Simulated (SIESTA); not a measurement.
# SiC (Moissanite) under changes of volume

One of the cells (10.341 Å³/atom); the others are scaled copies at fixed shape and fractional positions:

```xyz
4
Lattice="3.0760 0.0000 0.0000 -1.5380 2.6639 0.0000 0.0000 0.0000 5.0480" Properties=species:S:1:pos:R:3 pbc="T T T"
Si    1.5380    0.8880    2.5240
Si    0.0000    1.7759    0.0000
C     1.5380    0.8880    4.4675
C     0.0000    1.7759    1.9435
```

| Property | Result |
| --- | --- |
| Program | SIESTA 5.4.2 |
| Functional | PBE |
| Potentials or basis | PseudoDojo 0.4 standard (PBE files) |
| Basis | DZ (energy shift 0.003 Ry) |
| Grid cutoff | 500 Ry |
| Energy shift | 0.003 Ry |
| k mesh | 10 × 10 × 5 |
| Occupations | fermi-dirac, width 0.05 eV |
| Spin | no spin polarisation |

```tsv
volume (Å³/atom)	energy over the lowest point (meV/atom)	pressure (GPa)	gap on the mesh (eV)	largest force (eV/Å)
9.721	180.13	39.0	3.08	1.032
9.927	?	?	?	?
10.134	93.93	28.0	2.99	0.950
10.341	61.12	22.9	2.96	0.915
10.548	34.72	18.1	2.92	0.885
10.755	14.47	13.4	2.87	0.857
10.961	0.00	9.0	2.82	0.833
```

Problem. What does the run at 9.927 Å³/atom give?

Solution. Energy over the lowest point 133.43 meV/atom; pressure 33.4 GPa; gap on the mesh 3.03 eV; largest force 0.989 eV/Å.

Worked out: A Birch-Murnaghan fit of order 3 (a polynomial in V^(-2/3)) to the other rows has no minimum within the range. It gives 133.56 meV/atom at 9.927 Å³/atom, against the run's 133.43, and -dE/dV = 33.4 GPa, against 33.4. A parabola through the other rows of the gap, of slope -1.88 eV per unit of ln V there, gives 3.04 eV, against the run's 3.03.

Energies are extrapolated to zero smearing.

Caveats: the basis has no polarisation orbitals; an odd mesh through Γ misses points on the zone boundary, where band edges often lie; the basis of atomic orbitals isn't converged, which shifts pressures, moduli and gaps; forces of over 1 eV/Å show positions far from the minimum, so gaps and moduli don't describe the material at rest (some runs).
